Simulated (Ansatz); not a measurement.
# V (P6_3/mmc) in Ansatz: notebook

Runs on V. Level: PBEsol. Tasks: single point.

Program: Ansatz 0.2.0. These are calculated values, not measurements. Logs are shortened: lines on timing, memory, paths and dates and some standing lists are left out, and cuts for length are marked.

**1. Starting point**

The structure is hexagonal, space group P6_3/mmc (No. 194). The conventional cell has a = 2.604 Å, b = 2.604 Å, c = 4.723 Å, α = 90.00°, β = 90.00°, γ = 120.00°. Around V (site symmetry -6m2) lie 12 V at 2.60 to 2.80 Å.

This isn't the form of V at room conditions, which is bcc.

**2. Single point, PBEsol, collinear spin, program default start**

Contents of input.yaml:

```yaml
crystal:
  lattice:
    - [2.6042941027, 0.0, 0.0]
    - [-1.3021470513, 2.2553848518, 0.0]
    - [0.0, 0.0, 4.723336]
  atoms:
    - { symbol: V, position: [0.3333333333, 0.6666666667, 0.25] }
    - { symbol: V, position: [0.6666666667, 0.3333333333, 0.75] }
hamiltonian:
  xc: pbesol
  pseudopotentials: { kind: paw }
magnetization:
  spin_polarized: true
  initial_magnetization: 0.0
  spin_locking: { lock_magnetization: hard }
kpoints:
  mp_grid: { grid: [10, 10, 5] }
scf:
  occupations: { method: fermi_dirac, width: 0.05 }
  lower_state_search: "off"
output:
  forces: true
  stress: true
  eigenvalues: true
  write_density: true
  write_potential: true
  elf: true
  volumetric_format: npy
```

Potentials or basis: Ansatz PAW.

Started as:

```bash
> ansatz run input.yaml --threads 2 --pin off --max-ram 5632MiB --backend cpu --events-out ev --progress --plain --runs-dir out
```

Output:

```text
Warning: output.stress: scf.convergence.dr2_threshold = 1e-7 eV (the SCF's general default) is looser than the 2e-10 eV advised for a printed stress (1e-10 eV for each atom of the cell: 2). What an SCF threshold leaves in a stress goes as its square root, and in the free energy as the threshold itself, and one threshold admits the most on a small cell: of the crystals measured, under no hybrid functional and no lock of the moments, on runs that ended without the residual-converged pass, on stresses that held no estimate of that error, the worst erred by over 100 MPa in a component at 1e-7 eV an atom and by under 5 at 1e-10. Set scf.convergence.dr2_threshold to 2e-10 eV or tighter. The threshold is an SCF's pass mark: one that does not reach it within its budget of iterations ends unconverged, or closes short of it on a stop that the run arms, and scf.convergence.dr2_threshold's page says what that costs each kind of run
Warning: RAYON_NUM_THREADS=2 ignored (pool sized by the plan → 2); use --threads N
Engine: ansatz 0.2.0, aarch64-unknown-linux-gnu
Pseudopotentials: kind: paw
Pseudopotential: V, paw, valence charge 13, recommended cutoff 420 eV (normal), V.paw.azcp
Functional definition: PBEsol
  exchange = pbesol_x
  correlation = pbesol_c
Crystal: 2 atoms, lattice volume = 27.743 Å³
Basis set: ecut = 420 eV, 561 PW (Γ), exchange–correlation on 36×36×64 points (8 copies of the dense FFT grid, shifted against one another)
Bands: 17, of which v1, the nominal top of the filled ones, is band 13 counted from 1 (12 counted from 0)
Symmetry: 24 space group operations
Space group: P63/mmc (ITA 194), of the structure as read, at distance tolerance 3.0e-5 Å
k-points: 42 of 500
Non-local potential: V, projectors of the file, l = 0: 3, l = 1: 2, l = 2: 3, l = 3: 1
PAW form: soft (Blöchl's): semilocal exchange-correlation on the pseudo side does not see the compensation charge
PAW frozen core: V, regenerated for the run's functional, and the local potential with it (the file was generated under x = pbe(κ = 0.804, μ = 0.2195149727645171), c = pbe(β = 0.06672455060314922))
PAW one-centre angular grid: V, 590 points (default); XC on 64 Gauss nodes
Initial density: superposition of atomic densities (chi_scale 0.1, normalization cell)
Initial wavefunctions: pseudopotential atomic-orbital guess
Functional: x = pbesol(κ = 0.804, μ = 0.12345679012345678), c = pbesol(β = 0.046)
SCF iter   1: F=—  HF=-5770.631053 eV  |F-HF|=—  |Δ(HF+E_count)|=         —  Δρ=4.49e-2 (↑4.49e-2 ↓4.49e-2)  dr2=1.93e0  dr2_m=0.00e0  M=0.000 μB ∫|m|=0.000 μB  β_m=0.30  ethr=3.10e-3  ⟨swp⟩=3.6  Hψ=2693  notcnv=0
preconditioner: auto → none  [metal: Δε(μ)=0.066 eV  Ē_g=3.634 eV  σ=0.050 eV  W_gap=0.32  n_scr=4 (ndim 8)  ℏωp=22.3 eV  f_vac=0.000  D(μ)=3.02/eV (n_scr^D=36)  sad-step TF]
SCF iter   2: F=—  HF=-5770.185132 eV  |F-HF|=—  |Δ(HF+E_count)|=   4.46e-1  Δρ=2.42e-2 (↑2.42e-2 ↓2.42e-2)  dr2=5.73e-1  dr2_m=0.00e0  M=0.000 μB ∫|m|=0.000 μB  β_m=0.45  ethr=3.10e-3  ⟨swp⟩=2.5  Hψ=1444  notcnv=0
SCF iter   3: F=—  HF=-5770.021963 eV  |F-HF|=—  |Δ(HF+E_count)|=   1.63e-1  Δρ=5.67e-3 (↑5.67e-3 ↓5.67e-3)  dr2=1.23e-2  dr2_m=0.00e0  M=0.000 μB ∫|m|=0.000 μB  β_m=0.67  ethr=2.21e-3  ⟨swp⟩=2.7  Hψ=1311  notcnv=0
SCF iter   4: F=—  HF=-5770.027610 eV  |F-HF|=—  |Δ(HF+E_count)|=   5.65e-3  Δρ=7.16e-4 (↑7.16e-4 ↓7.16e-4)  dr2=2.32e-4  dr2_m=0.00e0  M=0.000 μB ∫|m|=0.000 μB  β_m=0.78  ethr=4.71e-5  ⟨swp⟩=2.0  Hψ=1553  notcnv=0
SCF iter   5: F=—  HF=-5770.028064 eV  |F-HF|=—  |Δ(HF+E_count)|=   4.54e-4  Δρ=3.94e-4 (↑3.94e-4 ↓3.94e-4)  dr2=1.13e-4  dr2_m=0.00e0  M=0.000 μB ∫|m|=0.000 μB  β_m=0.75  ethr=8.92e-7  ⟨swp⟩=2.0  Hψ=1263  notcnv=0
SCF iter   6: F=—  HF=-5770.028028 eV  |F-HF|=—  |Δ(HF+E_count)|=   3.58e-5  Δρ=7.04e-5 (↑7.04e-5 ↓7.04e-5)  dr2=3.91e-6  dr2_m=0.00e0  M=0.000 μB ∫|m|=0.000 μB  β_m=0.71  ethr=4.34e-7  ⟨swp⟩=2.0  Hψ=896  notcnv=0
SCF iter   7: F=—  HF=-5770.028033 eV  |F-HF|=—  |Δ(HF+E_count)|=   4.34e-6  Δρ=9.36e-6 (↑9.36e-6 ↓9.36e-6)  dr2=8.31e-8  dr2_m=0.00e0  M=0.000 μB ∫|m|=0.000 μB  β_m=0.79  ethr=3.85e-10  ⟨swp⟩=4.9  Hψ=3949  notcnv=0
SCF iter   8: F=-5770.028033 eV  HF=-5770.028033 eV  |F-HF|=1.11e-10  |Δ(HF+E_count)|=   1.35e-9  Δρ=3.80e-7 (↑3.80e-7 ↓3.80e-7)  dr2=4.16e-11  dr2_m=0.00e0  M=0.000 μB ∫|m|=0.000 μB  ethr=3.20e-10  ⟨swp⟩=3.7  Hψ=3404  notcnv=0
SCF 1 converged in 8 iterations: F = -5770.028033 eV  dr2 = 4.16e-11
SCF converged after 8 iterations
Stability checked in part: among states of this total moment the steps that led to this state did not find it unstable. No probe was made; neither looks for a lower state of another moment (fixed_total_moment; see scf.lower_state_search)
Magnetization: 0.0000 μB (13.0000 up, 13.0000 down)
Absolute magnetization: 0.0000 μB (∫|ρ↑−ρ↓|)
Spin contamination: 0.0000 ħ² per cell (⟨S²⟩ above its minimum at these occupations)
Per-site moments (μB) at R_I (Å): [(0.0, 1.0742713173484604), (0.0, 1.0742713173484604)]
Free energy (F): -5770.028033 eV
Harris-Foulkes:  -5770.028033 eV  (|F-HF|=1.11e-10)
Internal energy: -5769.997677 eV  (E = F + TS)
E sigma→0 (E₀):  -5770.012855 eV
Entropy (-TS):   -0.030356 eV (-15.178 meV/atom)
Fermi energy:    16.168183 (↑ 16.168183, ↓ 16.168183) eV
--- Per-component energies (eV) ---
  E_band       = -303.087876
  E_kinetic    = 671.492443
  E_local      = -1842.413056  (includes V_loc(G=0)·N_el)
  E_nonlocal   = -87.456297
  E_hartree    = 839.357080
  E_xc         = -258.370475
  E_vxc        = -328.937499  (∫ρ·V_xc dr)
  E_paw        = -2172.694802  (= ΣΔE_a)
  E_vpaw       = -394.488235  (= ΣTr[D̂ρ^β])
  E_aug_tail   = 0.000517  (compensation charges beyond the density's cutoff)
  E_ewald      = -2920.212446
  E_core_change = 0.299358  (= ΣΔE_core)
  E_smearing   = -0.030356  (= −TS)
  E_closure    = 0.000000  (closes the sum)
  Σ components = -5770.028033   (vs F -5770.028033, Δ=0.00e0)
--- Forces (eV/Å), atoms counted from 1 ---
  atom   1  V      0.00000000    -0.00000000     0.00000000
  atom   2  V     -0.00000000     0.00000000    -0.00000000
  max |Σ_I F_I| component: 9.25e-18 eV/Å
--- Stress (GPa, compression-positive) ---
       -6.989157      -0.000000      -0.000000
        0.000000      -6.989157       0.000000
       -0.000000       0.000000      -7.007397
  P = ⅓ Tr σ = -6.9952 GPa (-69.952 kbar)
--- Band table (eV; the first three rows and the last of 84) ---
  k-point 0 ↑: bands = ["-47.5846", "-47.4759", "-21.7892", "-21.1453", "-21.0173", "-21.0173", "-20.9594", "-20.9594", "9.3130", "12.7312", "15.6054", "15.9428", "16.5042", "16.5042", "16.8187", "16.8187", "18.0105"]
  k-point 1 ↑: bands = ["-47.5743", "-47.4863", "-21.7294", "-21.2086", "-21.0118", "-21.0118", "-20.9650", "-20.9650", "9.6304", "12.5013", "15.4967", "15.5259", "16.4859", "16.4859", "16.7485", "16.7485", "18.1663"]
  k-point 2 ↑: bands = ["-47.5473", "-47.5137", "-21.5714", "-21.3725", "-20.9973", "-20.9973", "-20.9795", "-20.9795", "10.5058", "11.6567", "15.1488", "15.2575", "16.4995", "16.4995", "16.6037", "16.6037", "18.5079"]
  k-point 41 ↓: bands = ["-47.3494", "-47.3452", "-21.7088", "-21.7002", "-21.5396", "-21.5083", "-21.2563", "-21.2355", "14.1140", "14.2721", "14.7981", "15.0337", "15.4763", "15.7038", "16.9937", "17.4322", "18.9408"]
```

It took 1.3 s on 2 threads of Arm Neoverse V1, shared host; peak memory 0.29 GiB.

Results:

```yaml
Free_energy: -5770.0280 eV
Pressure: -7.0 GPa
Net_moment: 0.00 μB per cell
Absolute_moment: 0.00 μB per cell
```

Caveat: the total moment is fixed, so each spin has its own Fermi level; the PAW data sets come from PBE, with cores solved anew for the run's functional, which leaves a small shift of forces and pressure; the thresholds are loose for stress.

**3. Single point, PBEsol, collinear spin, ferromagnetic start**

input.yaml, as its differences from that of step 2:

```diff
@@ -6,4 +6,4 @@
   atoms:
-    - { symbol: V, position: [0.3333333333, 0.6666666667, 0.25] }
-    - { symbol: V, position: [0.6666666667, 0.3333333333, 0.75] }
+    - { symbol: V, position: [0.3333333333, 0.6666666667, 0.25], spin: 0.5 }
+    - { symbol: V, position: [0.6666666667, 0.3333333333, 0.75], spin: 0.5 }
 hamiltonian:
@@ -13,3 +13,3 @@
   spin_polarized: true
-  initial_magnetization: 0.0
+  initial_magnetization: 1.0
   spin_locking: { lock_magnetization: hard }
```

Potentials or basis: Ansatz PAW.

Started as:

```bash
> ansatz run input.yaml --threads 2 --pin off --max-ram 5632MiB --backend cpu --events-out ev --progress --plain --runs-dir out
```

Wall time 2.7 s (2 threads of Arm Neoverse V1, shared host); peak memory 0.3 GiB.

It converged, with:

```
Free energy     : -5769.9819 eV
Pressure        : -6.0 GPa
Net moment      : 1.00 μB per cell
Absolute moment : 1.00 μB per cell
Site moments    : V +0.40 μB
```

Stress tensor (GPa, compression positive):
```
-5.52  0.00  0.00
 0.00 -5.52  0.00
 0.00  0.00 -7.07
```

Caveat: the total moment is fixed, so each spin has its own Fermi level; the PAW data sets come from PBE, with cores solved anew for the run's functional, which leaves a small shift of forces and pressure; the thresholds are loose for stress.

**4. Single point, PBEsol, collinear spin, ferromagnetic start**

Contents of input.yaml:

```yaml
crystal:
  lattice:
    - [2.6042941027, 0.0, 0.0]
    - [-1.3021470513, 2.2553848518, 0.0]
    - [0.0, 0.0, 4.723336]
  atoms:
    - { symbol: V, position: [0.3333333333, 0.6666666667, 0.25], spin: 1.0 }
    - { symbol: V, position: [0.6666666667, 0.3333333333, 0.75], spin: 1.0 }
hamiltonian:
  xc: pbesol
  pseudopotentials: { kind: paw }
magnetization:
  spin_polarized: true
  initial_magnetization: 2.0
  spin_locking: { lock_magnetization: hard }
kpoints:
  mp_grid: { grid: [10, 10, 5] }
scf:
  occupations: { method: fermi_dirac, width: 0.05 }
  lower_state_search: "off"
output:
  forces: true
  stress: true
  eigenvalues: true
```

Potentials or basis: Ansatz PAW.

Started as:

```bash
> ansatz run input.yaml --threads 2 --pin off --max-ram 5632MiB --backend cpu --events-out ev --progress --plain --runs-dir out
```

Output:

```text
Warning: output.stress: scf.convergence.dr2_threshold = 1e-7 eV (the SCF's general default) is looser than the 2e-10 eV advised for a printed stress (1e-10 eV for each atom of the cell: 2). What an SCF threshold leaves in a stress goes as its square root, and in the free energy as the threshold itself, and one threshold admits the most on a small cell: of the crystals measured, under no hybrid functional and no lock of the moments, on runs that ended without the residual-converged pass, on stresses that held no estimate of that error, the worst erred by over 100 MPa in a component at 1e-7 eV an atom and by under 5 at 1e-10. Set scf.convergence.dr2_threshold to 2e-10 eV or tighter. The threshold is an SCF's pass mark: one that does not reach it within its budget of iterations ends unconverged, or closes short of it on a stop that the run arms, and scf.convergence.dr2_threshold's page says what that costs each kind of run
Warning: RAYON_NUM_THREADS=2 ignored (pool sized by the plan → 2); use --threads N
Engine: ansatz 0.2.0, aarch64-unknown-linux-gnu
Pseudopotentials: kind: paw
Pseudopotential: V, paw, valence charge 13, recommended cutoff 420 eV (normal), V.paw.azcp
Functional definition: PBEsol
  exchange = pbesol_x
  correlation = pbesol_c
Crystal: 2 atoms, lattice volume = 27.743 Å³
Basis set: ecut = 420 eV, 561 PW (Γ), exchange–correlation on 36×36×64 points (8 copies of the dense FFT grid, shifted against one another)
Bands: 18, of which v1, the nominal top of the filled ones, is band 13 counted from 1 (12 counted from 0)
Symmetry: 24 space group operations
Space group: P63/mmc (ITA 194), of the structure as read, at distance tolerance 3.0e-5 Å
Magnetic group: BNS 194.263 (UNI 1493), of the structure as read, at distance tolerance 3.0e-5 Å
k-points: 42 of 500
Non-local potential: V, projectors of the file, l = 0: 3, l = 1: 2, l = 2: 3, l = 3: 1
PAW form: soft (Blöchl's): semilocal exchange-correlation on the pseudo side does not see the compensation charge
PAW frozen core: V, regenerated for the run's functional, and the local potential with it (the file was generated under x = pbe(κ = 0.804, μ = 0.2195149727645171), c = pbe(β = 0.06672455060314922))
PAW one-centre angular grid: V, 590 points (default); XC on 64 Gauss nodes
Initial density: superposition of atomic densities (chi_scale 0.1, normalization cell)
Starting moments: Σ|m| = 2 μB on 2 of 2 sites
Initial wavefunctions: pseudopotential atomic-orbital guess
Functional: x = pbesol(κ = 0.804, μ = 0.12345679012345678), c = pbesol(β = 0.046)
SCF iter   1: F=—  HF=-5770.312708 eV  |F-HF|=—  |Δ(HF+E_count)|=         —  Δρ=6.58e-2 (↑6.58e-2 ↓2.38e-2)  dr2=1.78e0  dr2_m=1.48e-1  M=2.000 μB ∫|m|=2.000 μB  β_m=0.30  ethr=3.10e-3  ⟨swp⟩=3.8  Hψ=5578  notcnv=0
preconditioner: auto → none  [metal: Δε(μ)=0.006 eV  Ē_g=3.857 eV  σ=0.050 eV  W_gap=0.03  n_scr=4 (ndim 8)  ℏωp=22.3 eV  f_vac=0.000  D(μ)=2.24/eV (n_scr^D=22)  sad-step TF]
SCF iter   2: F=—  HF=-5769.939521 eV  |F-HF|=—  |Δ(HF+E_count)|=   3.73e-1  Δρ=3.74e-2 (↑3.74e-2 ↓1.43e-2)  dr2=5.37e-1  dr2_m=6.40e-2  M=2.000 μB ∫|m|=2.000 μB  β_m=0.47  ethr=3.10e-3  ⟨swp⟩=2.8  Hψ=3115  notcnv=0  defer=4
SCF iter   3: F=—  HF=-5769.817175 eV  |F-HF|=—  |Δ(HF+E_count)|=   1.22e-1  Δρ=7.46e-3 (↑5.90e-3 ↓7.46e-3)  dr2=1.01e-2  dr2_m=5.00e-3  M=2.000 μB ∫|m|=2.000 μB  β_m=0.68  ethr=2.06e-3  ⟨swp⟩=2.5  Hψ=2651  notcnv=0  defer=4
SCF iter   4: F=—  HF=-5769.827046 eV  |F-HF|=—  |Δ(HF+E_count)|=   9.87e-3  Δρ=1.05e-3 (↑1.05e-3 ↓9.06e-4)  dr2=1.70e-4  dr2_m=1.61e-4  M=2.000 μB ∫|m|=2.000 μB  β_m=0.73  ethr=3.88e-5  ⟨swp⟩=2.0  Hψ=3311  notcnv=0  defer=3
SCF iter   5: F=—  HF=-5769.827362 eV  |F-HF|=—  |Δ(HF+E_count)|=   3.16e-4  Δρ=3.83e-4 (↑1.62e-4 ↓3.83e-4)  dr2=4.98e-5  dr2_m=6.03e-6  M=2.000 μB ∫|m|=2.000 μB  β_m=0.77  ethr=6.53e-7  ⟨swp⟩=2.0  Hψ=2639  notcnv=0  defer=3
SCF iter   6: F=—  HF=-5769.827356 eV  |F-HF|=—  |Δ(HF+E_count)|=   6.38e-6  Δρ=5.26e-5 (↑2.80e-5 ↓5.26e-5)  dr2=2.55e-7  dr2_m=3.69e-7  M=2.000 μB ∫|m|=2.000 μB  β_m=0.88  ethr=1.92e-7  ⟨swp⟩=1.7  Hψ=1794  notcnv=0  defer=3
SCF iter   7: F=—  HF=-5769.827357 eV  |F-HF|=—  |Δ(HF+E_count)|=   9.04e-7  Δρ=3.80e-5 (↑3.80e-5 ↓2.23e-5)  dr2=6.68e-7  dr2_m=5.25e-8  M=2.000 μB ∫|m|=2.000 μB  β_m=0.94  ethr=3.85e-10  ⟨swp⟩=5.1  Hψ=6057  notcnv=0
iter 8 did not close the SCF: its close was put off for a magnetic moment that had not settled (scf_convergence_deferred on its scf_iter line)
SCF iter   8: F=-5769.827357 eV  HF=-5769.827357 eV  |F-HF|=5.68e-9  |Δ(HF+E_count)|=   8.62e-8  Δρ=3.96e-6 (↑3.92e-6 ↓3.96e-6)  dr2=1.28e-9  dr2_m=3.56e-9  M=2.000 μB ∫|m|=2.000 μB  β_m=0.96  ethr=3.85e-10  ⟨swp⟩=2.0  Hψ=5226  notcnv=0
SCF iter   9: F=-5769.827357 eV  HF=-5769.827357 eV  |F-HF|=3.97e-10  |Δ(HF+E_count)|=   8.15e-9  Δρ=1.04e-6 (↑8.52e-7 ↓1.04e-6)  dr2=2.36e-11  dr2_m=2.18e-10  M=2.000 μB ∫|m|=2.000 μB  ethr=4.92e-12  ⟨swp⟩=1.0  Hψ=4514  notcnv=0
SCF 1 converged in 9 iterations: F = -5769.827357 eV  dr2 = 2.36e-11
SCF converged after 9 iterations
Stability checked in part: among states of this total moment the steps that led to this state did not find it unstable. No probe was made; neither looks for a lower state of another moment (fixed_total_moment; see scf.lower_state_search)
Magnetization: 2.0000 μB (14.0000 up, 12.0000 down)
Absolute magnetization: 2.0000 μB (∫|ρ↑−ρ↓|, with the PAW one-centre terms)
Spin contamination: 0.0009 ħ² per cell (⟨S²⟩ above its minimum at these occupations)
Per-site moments (μB) at R_I (Å): [(0.8083202370703473, 1.0742713173484604), (0.8083202370703475, 1.0742713173484604)]
Free energy (F): -5769.827357 eV
Harris-Foulkes:  -5769.827357 eV  (|F-HF|=3.97e-10)
Internal energy: -5769.804783 eV  (E = F + TS)
E sigma→0 (E₀):  -5769.816070 eV
Entropy (-TS):   -0.022573 eV (-11.287 meV/atom)
Fermi energy:    16.254375 (↑ 16.486247, ↓ 16.022504) eV
--- Per-component energies (eV) ---
  E_band       = -301.884790
  E_kinetic    = 671.916887
  E_local      = -1843.929933  (includes V_loc(G=0)·N_el)
  E_nonlocal   = -86.787283
  E_hartree    = 840.568334
  E_xc         = -258.476211
  E_vxc        = -329.083091  (∫ρ·V_xc dr)
  E_paw        = -2173.184008  (= ΣΔE_a)
  E_vpaw       = -395.138389  (= ΣTr[D̂ρ^β])
  E_aug_tail   = 0.000518  (compensation charges beyond the density's cutoff)
  E_ewald      = -2920.212446
  E_core_change = 0.299358  (= ΣΔE_core)
  E_smearing   = -0.022573  (= −TS)
  E_closure    = -0.000000  (closes the sum)
  Σ components = -5769.827357   (vs F -5769.827357, Δ=0.00e0)
--- Forces (eV/Å), atoms counted from 1 ---
  atom   1  V      0.00000000    -0.00000000     0.00000000
  atom   2  V     -0.00000000     0.00000000    -0.00000000
  max |Σ_I F_I| component: 5.55e-17 eV/Å
--- Stress (GPa, compression-positive) ---
       -0.870412      -0.000000       0.000000
        0.000000      -0.870412      -0.000000
        0.000000      -0.000000      -6.923574
  P = ⅓ Tr σ = -2.8881 GPa (-28.881 kbar)
--- Band table (eV; the first three rows and the last of 84) ---
  k-point 0 ↑: bands = ["-47.9039", "-47.7952", "-22.1442", "-21.5027", "-21.3196", "-21.3196", "-21.2618", "-21.2618", "9.0387", "12.3705", "15.2176", "15.6993", "16.1844", "16.1844", "16.4971", "16.4971", "17.7020", "17.7020"]
  k-point 1 ↑: bands = ["-47.8936", "-47.8057", "-22.0846", "-21.5657", "-21.3141", "-21.3141", "-21.2673", "-21.2673", "9.3547", "12.1589", "15.1131", "15.2500", "16.1666", "16.1666", "16.4276", "16.4276", "17.8571", "17.8571"]
  k-point 2 ↑: bands = ["-47.8666", "-47.8330", "-21.9271", "-21.7289", "-21.2997", "-21.2997", "-21.2818", "-21.2818", "10.2239", "11.3545", "14.8134", "14.8883", "16.1806", "16.1806", "16.2841", "16.2841", "18.1979", "18.1979"]
  k-point 41 ↓: bands = ["-46.8946", "-46.8903", "-21.2443", "-21.2387", "-21.0728", "-21.0398", "-20.8409", "-20.8220", "14.4581", "14.6253", "15.1931", "15.3986", "15.8660", "16.0847", "17.4517", "17.8544", "19.3788", "19.6472"]
```

Run time: 1.9 s. Hardware: 2 threads of Arm Neoverse V1, shared host; peak memory 0.29 GiB.

What came out:

```yaml
Free_energy: -5769.8274 eV
Pressure: -2.9 GPa
Net_moment: 2.00 μB per cell
Absolute_moment: 2.00 μB per cell
Site_moments: V +0.81 μB
```

Stress tensor (GPa, compression positive):
```
-0.87  0.00  0.00
 0.00 -0.87  0.00
 0.00  0.00 -6.92
```

Caveat: the total moment is fixed, so each spin has its own Fermi level; the PAW data sets come from PBE, with cores solved anew for the run's functional, which leaves a small shift of forces and pressure; the thresholds are loose for stress.

**5. Single point, PBEsol, collinear spin, ferromagnetic start**

input.yaml, as its differences from that of step 4:

```diff
@@ -6,4 +6,4 @@
   atoms:
-    - { symbol: V, position: [0.3333333333, 0.6666666667, 0.25], spin: 1.0 }
-    - { symbol: V, position: [0.6666666667, 0.3333333333, 0.75], spin: 1.0 }
+    - { symbol: V, position: [0.3333333333, 0.6666666667, 0.25], spin: 1.5 }
+    - { symbol: V, position: [0.6666666667, 0.3333333333, 0.75], spin: 1.5 }
 hamiltonian:
@@ -13,3 +13,3 @@
   spin_polarized: true
-  initial_magnetization: 2.0
+  initial_magnetization: 3.0
   spin_locking: { lock_magnetization: hard }
```

Started as:

```bash
> ansatz run input.yaml --threads 2 --pin off --max-ram 5632MiB --backend cpu --events-out ev --progress --plain --runs-dir out
```

It took 1.8 s on 2 threads of Arm Neoverse V1, shared host; peak memory 0.29 GiB.

It converged, with:

| Property | Result |
| --- | --- |
| Free energy | -5769.4719 eV |
| Pressure | 2.3 GPa |
| Net moment | 3.00 μB per cell |
| Absolute moment | 3.00 μB per cell |
| Site moments | V +1.20 μB |

Stress tensor (GPa, compression positive):
```
 7.32  0.00  0.00
 0.00  7.32  0.00
 0.00  0.00 -7.66
```

Caveat: the total moment is fixed, so each spin has its own Fermi level; the PAW data sets come from PBE, with cores solved anew for the run's functional, which leaves a small shift of forces and pressure; the thresholds are loose for stress.

**6. Summary**

| spin | fixed moment (μB) | pressure (GPa) | moment (μB) |
| --- | --- | --- | --- |
| collinear, program default start | 0.0 | -7.0 | 0.00 |
| collinear, ferromagnetic start | 1.0 | -6.0 | 1.00 |
| collinear, ferromagnetic start | 2.0 | -2.9 | 2.00 |
| collinear, ferromagnetic start | 3.0 | 2.3 | 3.00 |

Alike in all rows: task single point; level PBEsol; potentials or basis Ansatz PAW; cell as given; k mesh 10 × 10 × 5; cutoff (eV) 420; smearing fermi-dirac 0.05 eV.

Caveats: the total moment is fixed, so each spin has its own Fermi level; the PAW data sets come from PBE, with cores solved anew for the run's functional, which leaves a small shift of forces and pressure; the thresholds are loose for stress.

Absolute energies hang on the potentials; compare differences alone.
